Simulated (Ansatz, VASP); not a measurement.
**AlAsH2 (AlAs wire along [111], 24 atoms a period, H-terminated) in two plane-wave programs**

Wanted: the spread between two codes on one cell, functional and k mesh. The structure shown is the start of the Ansatz relaxation below; VASP solves that cell, so the two are compared at the walk's first step.

Calculated with Ansatz 0.2.0; plane waves, with VASP 6.6.1 beside it; single point at PBE.

### 1. The starting structure

The cell holds 48 atoms: 12 Al, 12 As and 24 H. Cell: a = 15.441 Å, b = 16.759 Å, c = 9.925 Å, α = 90.0°, β = 90.0°, γ = 90.0°. Vacuum lies along a and b. The structure's axis is c.

### 2. Ansatz: relaxation, PBE

Ansatz runs on its default PAW (the set named soft_2) files.

The two programs are compared at the cell with which this relaxation starts, whose forces are those of its first step.

Contents of input.yaml:

```yaml
crystal:
  lattice:
    - [15.441, 0.0, 0.0]
    - [0.0, 16.759, 0.0]
    - [0.0, 0.0, 9.9246511274]
  atoms:
    - { symbol: Al, position: [0.303212203, 0.50057308, 0.0] }
    - { symbol: Al, position: [0.434412315, 0.709946793, 0.0] }
    - { symbol: As, position: [0.303212203, 0.50057308, 0.25] }
    - { symbol: As, position: [0.434412315, 0.291199367, 0.25] }
    - { symbol: As, position: [0.434412315, 0.709946793, 0.25] }
    - { symbol: As, position: [0.565612427, 0.50057308, 0.25] }
    - { symbol: H, position: [0.220192993, 0.684317206, 0.28060268] }
    - { symbol: H, position: [0.648631638, 0.684317206, 0.28060268] }
    - { symbol: H, position: [0.696812539, 0.342458542, 0.28060268] }
    - { symbol: H, position: [0.77983175, 0.474943493, 0.28060268] }
    - { symbol: H, position: [0.221250562, 0.456973999, 0.302058925] }
    - { symbol: H, position: [0.352450674, 0.247600286, 0.302058925] }
    - { symbol: H, position: [0.434412315, 0.797144956, 0.302058925] }
    - { symbol: H, position: [0.516373956, 0.247600286, 0.302058925] }
    - { symbol: Al, position: [0.303212203, 0.640155556, 0.333333333] }
    - { symbol: Al, position: [0.434412315, 0.430781843, 0.333333333] }
    - { symbol: Al, position: [0.565612427, 0.640155556, 0.333333333] }
    - { symbol: Al, position: [0.696812539, 0.430781843, 0.333333333] }
    - { symbol: As, position: [0.303212203, 0.640155556, 0.583333333] }
    - { symbol: As, position: [0.434412315, 0.430781843, 0.583333333] }
    - { symbol: As, position: [0.565612427, 0.640155556, 0.583333333] }
    - { symbol: As, position: [0.696812539, 0.430781843, 0.583333333] }
    - { symbol: H, position: [0.220192993, 0.405152255, 0.613936014] }
    - { symbol: H, position: [0.303212203, 0.272667304, 0.613936014] }
    - { symbol: H, position: [0.565612427, 0.272667304, 0.613936014] }
    - { symbol: H, position: [0.77983175, 0.614525968, 0.613936014] }
    - { symbol: H, position: [0.221250562, 0.596556474, 0.635392258] }
    - { symbol: H, position: [0.303212203, 0.727353719, 0.635392258] }
    - { symbol: H, position: [0.565612427, 0.727353719, 0.635392258] }
    - { symbol: H, position: [0.77877418, 0.387182761, 0.635392258] }
    - { symbol: Al, position: [0.303212203, 0.360990605, 0.666666667] }
    - { symbol: Al, position: [0.434412315, 0.570364318, 0.666666667] }
    - { symbol: Al, position: [0.565612427, 0.360990605, 0.666666667] }
    - { symbol: Al, position: [0.696812539, 0.570364318, 0.666666667] }
    - { symbol: As, position: [0.303212203, 0.360990605, 0.916666667] }
    - { symbol: As, position: [0.434412315, 0.570364318, 0.916666667] }
    - { symbol: As, position: [0.565612427, 0.360990605, 0.916666667] }
    - { symbol: As, position: [0.696812539, 0.570364318, 0.916666667] }
    - { symbol: H, position: [0.220192993, 0.544734731, 0.947269347] }
    - { symbol: H, position: [0.351393105, 0.754108444, 0.947269347] }
    - { symbol: H, position: [0.434412315, 0.202876067, 0.947269347] }
    - { symbol: H, position: [0.517431526, 0.754108444, 0.947269347] }
    - { symbol: H, position: [0.221250562, 0.317391523, 0.968725591] }
    - { symbol: H, position: [0.647574068, 0.317391523, 0.968725591] }
    - { symbol: H, position: [0.696812539, 0.657562481, 0.968725591] }
    - { symbol: H, position: [0.77877418, 0.526765236, 0.968725591] }
    - { symbol: Al, position: [0.434412315, 0.291199367, 0.0] }
    - { symbol: Al, position: [0.565612427, 0.50057308, 0.0] }
kpoints:
  mp_grid: { grid: [1, 1, 9] }
scf:
  occupations: { method: fermi_dirac, width: 0.05 }
hamiltonian:
  xc: pbe
relax:
  cell: { fix: [a, b, alpha, beta, gamma] }
  max_steps: 45
  f_tol: 0.03
```

Run with:

```console
$ ansatz run input.yaml --threads 4 --pin off --max-ram 16384MiB --backend cpu --events-out ev --progress --plain --runs-dir out
```

Numbers of over 12 decimals in the logs are rounded to 6 here.

Output:

```text
Engine: ansatz 0.2.0, aarch64-unknown-linux-gnu
Pseudopotentials: kind: paw
Pseudopotential: Al, paw, valence charge 3, recommended cutoff 420 eV (normal), Al.paw.azcp
Pseudopotential: As, paw, valence charge 15, recommended cutoff 420 eV (normal), As.paw.azcp
Pseudopotential: H, paw, valence charge 1, recommended cutoff 420 eV (normal), H.paw.azcp
Functional definition: PBE
  parameter kappa = 0.804
  parameter beta = 0.066725
  exchange = pbe_x(kappa = kappa, mu = beta*pi^2/3)
  correlation = pbe_c(beta = beta)
Crystal: 48 atoms, lattice volume = 2568.259 Å³
Basis set: ecut = 420 eV, 50151 PW (Γ), exchange–correlation on 216×240×144 points (8 copies of the dense FFT grid, shifted against one another)
Bands: 168, of which v1, the nominal top of the filled ones, is band 120 counted from 1 (119 counted from 0)
Symmetry: 1 space group operations
Space group: P1 (ITA 1), of the structure as read, at distance tolerance 1.4e-4 Å
k-points: 5 of 9 (time reversal used)
Non-local potential: Al, projectors of the file, l = 0: 2, l = 1: 2, l = 2: 1
Non-local potential: As, projectors of the file, l = 0: 2, l = 1: 2, l = 2: 3, l = 3: 1
Non-local potential: H, projectors of the file, l = 0: 2, l = 1: 1
PAW form: soft (Blöchl's): semilocal exchange-correlation on the pseudo side does not see the compensation charge
PAW one-centre angular grid: Al, 110 points (default); XC on 64 Gauss nodes
PAW one-centre angular grid: As, 590 points (default); XC on 64 Gauss nodes
PAW one-centre angular grid: H, 110 points (default); XC on 64 Gauss nodes
Initial density: superposition of atomic densities (neutral atoms: chi_scale 0, normalization atom), corrected by the library's trained network
Initial wavefunctions: pseudopotential atomic-orbital guess
Functional: x = pbe(κ = 0.804, μ = 0.219515), c = pbe(β = 0.066725)
SCF iter   1: F=—  HF=-65106.000164 eV  |F-HF|=—  |Δ(HF+E_count)|=         —  Δρ=1.90e-3  dr2=2.39e-1  ethr=1.77e-3  ⟨swp⟩=7.0  Hψ=3870  notcnv=0  defer=39
preconditioner: auto → Resta (q_TF=auto, 1.838 Å⁻¹)  ε∞=1.8  [insulator: Δε(μ)=3.189 eV  Ē_g=8.980 eV  σ=0.050 eV  W_gap=1.00  n_scr=272 (ndim 8)  ℏωp=8.0 eV  f_vac=0.639  D(μ)=0.00/eV (n_scr^D=0)  ε∞_Penn≈1.8  vacuum switching on, ρ_ref=5.8e-3 e/Å³]
SCF iter   2: F=—  HF=-65105.953996 eV  |F-HF|=—  |Δ(HF+E_count)|=   4.62e-2  Δρ=6.41e-4  dr2=2.47e-2  ethr=9.98e-5  ⟨swp⟩=3.0  Hψ=1218  notcnv=0  defer=201
SCF iter   3: F=—  HF=-65105.960087 eV  |F-HF|=—  |Δ(HF+E_count)|=   6.09e-3  Δρ=3.04e-4  dr2=3.82e-3  ethr=1.03e-5  ⟨swp⟩=2.0  Hψ=879  notcnv=0  defer=201
SCF iter   4: F=—  HF=-65105.965313 eV  |F-HF|=—  |Δ(HF+E_count)|=   5.23e-3  Δρ=1.22e-4  dr2=4.46e-4  ethr=1.59e-6  ⟨swp⟩=2.0  Hψ=879  notcnv=0  defer=201
SCF iter   5: F=—  HF=-65105.966193 eV  |F-HF|=—  |Δ(HF+E_count)|=   8.80e-4  Δρ=2.46e-5  dr2=2.88e-5  ethr=1.86e-7  ⟨swp⟩=2.0  Hψ=939  notcnv=0  defer=201
SCF iter   6: F=—  HF=-65105.966940 eV  |F-HF|=—  |Δ(HF+E_count)|=   7.47e-4  Δρ=8.65e-6  dr2=2.04e-6  ethr=1.20e-8  ⟨swp⟩=2.0  Hψ=1440  notcnv=0  defer=201
SCF iter   7: F=—  HF=-65105.966944 eV  |F-HF|=—  |Δ(HF+E_count)|=   3.91e-6  Δρ=2.88e-6  dr2=2.37e-7  ethr=8.49e-10  ⟨swp⟩=2.0  Hψ=1239  notcnv=0  defer=201
SCF iter   8: F=-65105.966944 eV  HF=-65105.966944 eV  |F-HF|=1.23e-8  |Δ(HF+E_count)|=   7.45e-7  Δρ=7.13e-7  dr2=3.88e-8  ethr=4.17e-11  ⟨swp⟩=4.4  Hψ=2330  notcnv=0
SCF 1 converged in 8 iterations: F = -65105.966944 eV  dr2 = 3.88e-8
  greatest PAW one-centre occupation: 0.999 electrons in one spin orbital (limit 2), on the As atom at site 37 (counted from 0), in its partial waves of l = 2
relax step   1: F+E_penalty+E_count = -65105.96694448 eV  Δ(F+E_penalty+E_count) = +0.000e0 eV  max|allowed force component| = 7.356e-1 eV/Å  Δτ_max = 0.0000 Å  P = +0.043 GPa  Ω = 2568.259 Å³  fix = [a, b, alpha, beta, gamma]  reactions: a -0.098, b -0.095 GPa; alpha +0.000, beta +0.000, gamma -0.000 GPa/rad  (8 SCF iters, dr2 threshold 1.00e-7 eV, accepted)
Crystal: 48 atoms, lattice volume = 2579.539 Å³
Basis set: ecut = 420 eV, 50371 PW (Γ), exchange–correlation on 216×240×144 points (8 copies of the dense FFT grid, shifted against one another)
Initial density: handed on by an earlier stage of this run
Initial wavefunctions: those handed on with the density
iter 1 solved again at ethr=6.71e-4 eV; its pass at ethr=3.10e-3 eV (dr2=1.61e0 eV) is discarded
SCF iter   1: F=—  HF=-65107.610918 eV  |F-HF|=—  |Δ(HF+E_count)|=         —  Δρ=7.88e-3  dr2=1.62e0  ethr=6.71e-4  ⟨swp⟩=4.8  Hψ=4173  notcnv=0
preconditioner: auto → Resta (q_TF=auto, 1.837 Å⁻¹)  ε∞=1.8  [insulator: Δε(μ)=3.223 eV  Ē_g=9.031 eV  σ=0.050 eV  W_gap=1.00  n_scr=272 (ndim 8)  ℏωp=8.0 eV  f_vac=0.641  D(μ)=0.00/eV (n_scr^D=0)  ε∞_Penn≈1.8  vacuum switching on, ρ_ref=5.9e-3 e/Å³]
SCF iter   2: F=—  HF=-65107.228214 eV  |F-HF|=—  |Δ(HF+E_count)|=   3.83e-1  Δρ=3.65e-3  dr2=2.74e-1  ethr=6.71e-4  ⟨swp⟩=3.6  Hψ=1489  notcnv=0
[...]
basis re-selected at this cell: Δ(F+E_penalty+E_count) = -3.124e-4 eV, ΔP = +0.000 GPa vs the last step (what re-selecting the basis moved, of the pressure what is left beyond the Pulay correction that the steps carried, after the strain that the cell walked since its last selection, with what the two solves' SCF thresholds leave and, on support functions, any second-order correction that the steps lacked; it is no m [...]
SCF converged after 6 iterations
Free energy (F): -65107.311274 eV
Harris-Foulkes:  -65107.311274 eV  (|F-HF|=2.11e-7)
Internal energy: -65107.311274 eV  (E = F + TS)
E sigma→0 (E₀):  -65107.311274 eV
Fermi energy:    -1.624556 eV
--- Per-component energies (eV) ---
  E_band       = -5350.786169
  E_kinetic    = 1815.557387
  E_local      = -87109.374717  (includes V_loc(G=0)·N_el)
  E_nonlocal   = -7878.267084
  E_hartree    = 43332.613812
  E_xc         = -1626.045437
  E_vxc        = -1553.326473  (∫ρ·V_xc dr)
  E_paw        = -27653.201189  (= ΣΔE_a)
  E_vpaw       = 2709.425076  (= ΣTr[D̂ρ^β])
  E_aug_tail   = -0.028237  (compensation charges beyond the density's cutoff)
  E_ewald      = 14011.434191
  E_smearing   = -0.000000  (= −TS)
  E_closure    = -0.000000  (closes the sum)
  Σ components = -65107.311274   (vs F -65107.311274, Δ=0.00e0)
--- Forces (eV/Å), atoms counted from 1 ---
  atom   1  Al     0.00857963     0.00599670    -0.01333013
  atom   2  Al     0.00563768    -0.00377905    -0.01157369
  atom   3  As     0.00181904     0.00018089    -0.00782409
  atom   4  As     0.00655189    -0.01475229    -0.00262034
  atom   5  As    -0.01001434    -0.01155311     0.00748338
  atom   6  As     0.02404711    -0.00159778     0.01001491
  atom   7  H     -0.00556723    -0.00213864     0.00716498
  atom   8  H      0.00703246     0.01460167     0.00051626
  atom   9  H     -0.00740492    -0.00760127     0.00763031
  atom  10  H      0.00128475    -0.00190118     0.00719235
  atom  11  H     -0.00263944     0.00219387    -0.00235859
  atom  12  H      0.00641495     0.00458024    -0.00347147
  atom  13  H     -0.00098284    -0.00504912    -0.00268249
  atom  14  H     -0.00436286    -0.00115590     0.00355310
  atom  15  Al     0.00462739     0.00447224    -0.00745736
  atom  16  Al    -0.00254477    -0.00877424     0.00682123
  atom  17  Al     0.00190972    -0.01007526    -0.01224155
  atom  18  Al    -0.00479536    -0.00356576    -0.01031557
  atom  19  As    -0.01572619     0.00154760    -0.00263309
  atom  20  As    -0.01322883    -0.02011148     0.00914664
  atom  21  As    -0.00070158    -0.00231353    -0.00856660
  atom  22  As    -0.00546112     0.01515716     0.00712366
  atom  23  H     -0.00315779     0.00952790     0.00753157
  atom  24  H     -0.00209927    -0.00008095     0.00732498
[...]
atom  41  H      0.00495402    -0.00384567     0.00733063
  atom  42  H      0.00999040    -0.00210444     0.00808278
  atom  43  H      0.00463762     0.00146004    -0.00286153
  atom  44  H     -0.00043769    -0.00327860    -0.00298174
  atom  45  H      0.00312580    -0.00309989     0.00332262
  atom  46  H     -0.00723688     0.00331272    -0.00343597
  atom  47  Al    -0.00698774     0.00244996    -0.00760454
  atom  48  Al     0.00865209     0.00155901     0.00708876
  max |Σ_I F_I| component: 3.39e-6 eV/Å
--- Stress (GPa, compression-positive) ---
        0.003102      -0.000005       0.000046
       -0.000004       0.005419      -0.000442
        0.000049      -0.000443       0.007686
  P = ⅓ Tr σ = 0.0054 GPa (0.054 kbar)
--- Relaxed structure (6 steps of the walk, 6 accepted, 1 SCFs on fresh bases) ---
  F+E_penalty+E_count = -65107.31127385 eV   max|allowed force component| = 2.405e-2 eV/Å   (the final SCF, on the basis selected at the relaxed cell)
  cell:  # Å, volume = 2570.3235 Å³
    - [15.441, 0, 0]
    - [0, 16.759, 0]
    - [0, 0, 9.932630]
  atoms:
    - { symbol: Al, position: [0.295923, 0.499906, -0.00224966] }
    - { symbol: Al, position: [0.434907, 0.717692, -0.010826] }
    - { symbol: As, position: [0.309489, 0.505429, 0.249757] }
    - { symbol: As, position: [0.435187, 0.301872, 0.245133] }
    - { symbol: As, position: [0.431917, 0.705227, 0.243023] }
    - { symbol: As, position: [0.569177, 0.504018, 0.259726] }
    - { symbol: H, position: [0.207297, 0.690335, 0.287514] }
    - { symbol: H, position: [0.651998, 0.694425, 0.282594] }
    - { symbol: H, position: [0.687434, 0.335829, 0.277802] }
    - { symbol: H, position: [0.786035, 0.474873, 0.268908] }
    - { symbol: H, position: [0.231690, 0.462392, 0.309402] }
    - { symbol: H, position: [0.361523, 0.255870, 0.310075] }
    - { symbol: H, position: [0.430876, 0.790210, 0.297239] }
    - { symbol: H, position: [0.509418, 0.254422, 0.304934] }
    - { symbol: Al, position: [0.294982, 0.646548, 0.326715] }
    - { symbol: Al, position: [0.438909, 0.438897, 0.347450] }
    - { symbol: Al, position: [0.568687, 0.646329, 0.331076] }
    - { symbol: Al, position: [0.703729, 0.426462, 0.322580] }
    - { symbol: As, position: [0.312770, 0.634378, 0.578378] }
    - { symbol: As, position: [0.435762, 0.426252, 0.593061] }
    - { symbol: As, position: [0.566887, 0.632731, 0.583106] }
    - { symbol: As, position: [0.693571, 0.435205, 0.576420] }
    - { symbol: H, position: [0.218516, 0.415404, 0.611154] }
    - { symbol: H, position: [0.300475, 0.267454, 0.602515] }
    - { symbol: H, position: [0.573408, 0.264990, 0.615857] }
    - { symbol: H, position: [0.791793, 0.621920, 0.620920] }
    - { symbol: H, position: [0.230967, 0.598996, 0.638092] }
    - { symbol: H, position: [0.306498, 0.716155, 0.643333] }
    - { symbol: H, position: [0.565337, 0.716319, 0.642769] }
    - { symbol: H, position: [0.773961, 0.393546, 0.630685] }
    - { symbol: Al, position: [0.295792, 0.357367, 0.655988] }
    - { symbol: Al, position: [0.439589, 0.562772, 0.680771] }
    - { symbol: Al, position: [0.569786, 0.355521, 0.664359] }
    - { symbol: Al, position: [0.706791, 0.573834, 0.660103] }
    - { symbol: As, position: [0.309031, 0.361265, 0.909841] }
    - { symbol: As, position: [0.429370, 0.571499, 0.926397] }
    - { symbol: As, position: [0.557997, 0.363684, 0.916399] }
    - { symbol: As, position: [0.686486, 0.565692, 0.911749] }
    - { symbol: H, position: [0.208965, 0.542099, 0.949040] }
    - { symbol: H, position: [0.348110, 0.758931, 0.935614] }
    - { symbol: H, position: [0.435508, 0.189574, 0.954543] }
    - { symbol: H, position: [0.528219, 0.749910, 0.944161] }
    - { symbol: H, position: [0.229727, 0.317875, 0.964114] }
    - { symbol: H, position: [0.637385, 0.323136, 0.975952] }
    - { symbol: H, position: [0.694031, 0.648663, 0.971445] }
    - { symbol: H, position: [0.766530, 0.529880, 0.976701] }
    - { symbol: Al, position: [0.432753, 0.281481, -0.00647946] }
    - { symbol: Al, position: [0.555799, 0.500238, 0.014098] }
```

The column dr2 measures how far the density is from self-consistency, as an energy; F and HF (Harris–Foulkes) agree once it is small.

(Part 1 of 2 ends here.)

[Lines on the potential files, build, host, timing and source positions are cut from VASP's logs without a mark.]

[Logs are printed without paths, hosts, clocks, repeated set-up lines and the standing remarks that a program may print on its own settings, such as how far it seeks lower states.]

[Hosts, paths, dates, database ids (printed as entryN), source tags and the programs' standing remarks are cut or masked in the printed files.]
